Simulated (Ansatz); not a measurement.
K2S

```
CELL_PARAMETERS angstrom
0.00000 3.69550 3.69550
3.69550 0.00000 3.69550
3.69550 3.69550 0.00000
ATOMIC_POSITIONS crystal
K 0.25000 0.25000 0.25000
K 0.75000 0.75000 0.75000
S 0.00000 0.00000 0.00000
```

Atom numbers follow the list: K1, K2, S3.

The cell is COD entry 1011375, as deposited and not checked against the literature; nothing was relaxed.

Levels of theory: DFT, PBE, all-electron LAPW, scalar-relativistic (Ansatz 0.2.0); DFT, PBE, PAW with Ansatz's default frozen-core files, scalar-relativistic (Ansatz 0.2.0).

For LAPW: a Γ-centred 7×7×7 k mesh, Fermi–Dirac smearing of 0.01 eV, basis error target 0.5 meV/atom, no spin polarisation. PAW takes a cutoff of 420 eV at this cell. The Ansatz runs share mesh, smearing and spin set-up. Values come from LAPW unless marked.

| Quantity | Value |
| --- | --- |
| Pressure at this cell | 0.57 GPa |
| Band gap | 2.39 eV, indirect from X (0.5, 0, 0.5) to Γ |
| Smallest direct gap on the path | 2.60 eV |
| Löwdin charges (with 0.15 e of the cell spilling out of the atomic basis, so their sizes and signs hang on that basis) | K1 0.70, S3 -1.26 e |
| Bader charges (from the PAW run) | K1 +0.76, S3 -1.51 e |
| Volume per atom | 33.65 Å³ |
